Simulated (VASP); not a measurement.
**CoO: electric field gradients with LDA**

Crystal: CoO.

```
Co O
1.0
     3.19765    0.00000    0.00000
    -1.59882    2.76924    0.00000
     0.00000    0.00000    5.22871
Co O
2 2
Direct
  0.33333 0.66667 0.50336
  0.00000 0.00000 0.00347
  0.33333 0.66667 0.87156
  0.00000 0.00000 0.37161
```

Measurements of this composition are mostly on another form, of space group No. 225.

```json
{
  "Program": "VASP 6.6.1",
  "Task": "electric field gradients",
  "Functional": "LDA",
  "Potentials or basis": "VASP PAW LDA potentials, release 54 (Co, O)",
  "Cutoff": "500 eV",
  "k mesh": "10 × 10 × 5",
  "Occupations": "gaussian, width 0.1 eV",
  "Spin": "collinear spin, zero start",
  "Starting moments": "[0.0, 0.0, 0.0, 0.0] μB",
  "Further INCAR settings": "ALGO = Normal; EDIFF = 1e-08"
}
```

* Pressure: -27.7 GPa
* Largest force: 0.086 eV/Å
* Band gap on the k mesh: none (metal or under the smearing width)
* Net moment: 0.00 μB per cell
* Valence electrons inside the program's atomic spheres: Co 8.06; O 4.89

Forces on the atoms (eV/Å):
```
Co   0.000  0.000 -0.084
Co   0.000  0.000 -0.086
O    0.000  0.000  0.085
O    0.000  0.000  0.085
```

Stress tensor (GPa, compression positive):
```
-30.02   0.00   0.00
  0.00 -30.02   0.00
  0.00   0.00 -23.08
```

Levels at points of the mesh, in eV from the Fermi level:
Spin up:
```csv
k point,band 11,band 12,band 13,band 14,band 15,band 16,band 17,band 18,band 19
"(0.00, 0.00, 0.00)",-1.06,-0.90,-0.90,0.30,0.39,0.39,1.22,1.30,1.30
"(0.50, 0.00, 0.00)",-0.96,-0.96,-0.95,-0.74,-0.50,-0.33,0.52,0.57,5.83
```
Spin down:
| k point | band 12 | band 13 | band 14 | band 15 | band 16 | band 17 | band 18 | band 19 |
| --- | --- | --- | --- | --- | --- | --- | --- | --- |
| (0.00, 0.00, 0.00) | -0.90 | -0.90 | 0.30 | 0.39 | 0.39 | 1.22 | 1.30 | 1.30 |
| (0.50, 0.00, 0.00) | -0.96 | -0.95 | -0.74 | -0.50 | -0.33 | 0.52 | 0.57 | 5.83 |

Electric field gradients, principal values (V/Å²):
| atom | Vxx | Vyy | Vzz |
| --- | --- | --- | --- |
| 1 Co | 6.526 | 6.530 | -13.056 |
| 2 Co | 6.555 | 6.559 | -13.113 |
| 3 O | -2.629 | -2.633 | 5.263 |
| 4 O | -2.608 | -2.612 | 5.219 |

Wall time 4.4 min on 1 thread of AMD EPYC 7R43 64-Core Processor (Zen 3) (shared host), peak memory 0.16 GiB.

Caveat: so large a pressure means that the cell lies far from this level's equilibrium, or that cutoff or potentials fall short; semilocal functionals often make such compounds metallic where correlation or magnetic order opens a gap, which also shifts bond lengths. With open d or f shells a metallic result of LDA can be an artefact of self-interaction; +U or a hybrid may open a gap.
